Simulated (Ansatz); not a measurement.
# Sn: stress in a strained cell

Aim: deform Sn (equal xx and yy strain of -1 %) and compute stress, forces and field gradients with LAPW, PAW and all-electron datasets made for the crystal.

Computed with Ansatz 0.2.0 (DFT PBE, scalar-relativistic, unless a step's input says otherwise).

### Step 1. The starting structure

Symmetry: Fd-3m, No. 227, cubic system. The conventional cell has a = 6.491 Å, b = 6.491 Å, c = 6.491 Å, α = 90.00°, β = 90.00°, γ = 90.00°. Around Sn (site symmetry -43m) lie 4 Sn at 2.81 Å.

As a file:

```xyz
2
Lattice="0.0000 3.2456 3.2456 3.2456 0.0000 3.2456 3.2456 3.2456 0.0000" Properties=species:S:1:pos:R:3 pbc="T T T"
Sn    3.2456    3.2456    3.2456
Sn    4.8684    4.8684    4.8684
```

Atoms are numbered in the order of the input: Sn1, Sn2.

### Step 2. After the deformation

Space group Fd-3m before, I4_1/amd after.

### Step 3. Full-potential LAPW

Contents of input.yaml:

```yaml
crystal:
  lattice:
    - [0.0, 3.213144, 3.2456]
    - [3.213144, 0.0, 3.2456]
    - [3.213144, 3.213144, 0.0]
  atoms:
    - { symbol: Sn, position: [0.5, 0.5, 0.5] }
    - { symbol: Sn, position: [0.75, 0.75, 0.75] }
kpoints:
  mp_grid: { grid: [9, 9, 9] }
  band_path:
    path:
      - [0.0, 0.0, 0.0]
      - [0.0, 0.5, 0.5]
      - [0.25, 0.75, 0.5]
      - [0.0, 0.5, 0.0]
      - [0.0, 0.0, 0.0]
      - [0.5, 0.5, 0.0]
      - [0.3725125, 0.6274875, 0.0]
      - [-0.3725125, 0.3725125, 0.0]
      - [0.0, 0.0, 0.0]
    npoints: 5
scf:
  occupations: { method: fermi_dirac, width: 0.03 }
hamiltonian:
  xc: pbe
  pseudopotentials: { kind: all_electron, lapw: { basis_error: 0.00025 } }
output:
  forces: true
  stress: true
  eigenvalues: true
```

On the command line:

```sh
$ ansatz run input.yaml --threads 1 --pin off --max-ram 3072MiB --backend cpu --events-out ev --progress --plain --runs-dir out
```

### Step 4. PAW on the default files

Contents of input.yaml:

```yaml
crystal:
  lattice:
    - [0.0, 3.213144, 3.2456]
    - [3.213144, 0.0, 3.2456]
    - [3.213144, 3.213144, 0.0]
  atoms:
    - { symbol: Sn, position: [0.5, 0.5, 0.5] }
    - { symbol: Sn, position: [0.75, 0.75, 0.75] }
kpoints:
  mp_grid: { grid: [9, 9, 9] }
scf:
  occupations: { method: fermi_dirac, width: 0.03 }
hamiltonian:
  xc: pbe
  pseudopotentials: { kind: paw }
output:
  forces: true
  stress: true
  eigenvalues: true
  efg: { contact_densities: true }
  write_density: true
  write_potential: true
  elf: true
  volumetric_format: npy
```

### Step 5. All-electron PAW on datasets made for the crystal

input.yaml, as its differences from that of step 4:

```diff
@@ -14,3 +14,3 @@
   xc: pbe
-  pseudopotentials: { kind: paw }
+  pseudopotentials: { kind: all_electron, datasets: crystal }
 output:
@@ -20,5 +20 @@
   efg: { contact_densities: true }
-  write_density: true
-  write_potential: true
-  elf: true
-  volumetric_format: npy
```

(Steps that only read results are left out.)

Before running it: what results should come out? Wanted: pressure; largest shear or deviatoric stress.

As calculated:

```
                                 quantity                                           value
                                 pressure  LAPW 4.26, PAW 4.26, crystal datasets 4.26 GPa
largest shear or deviatoric stress (LAPW)                                        0.20 GPa
```

The largest part of the stress beyond the pressure is 0.20 GPa in size, in the zz component; the atoms are carried along and not relaxed. No run of the undeformed cell stands beside it, so the pressure holds what the given cell had before the change. PAW: stress within 0.01 GPa of LAPW. Crystal datasets: stress within 0.01 GPa of LAPW.
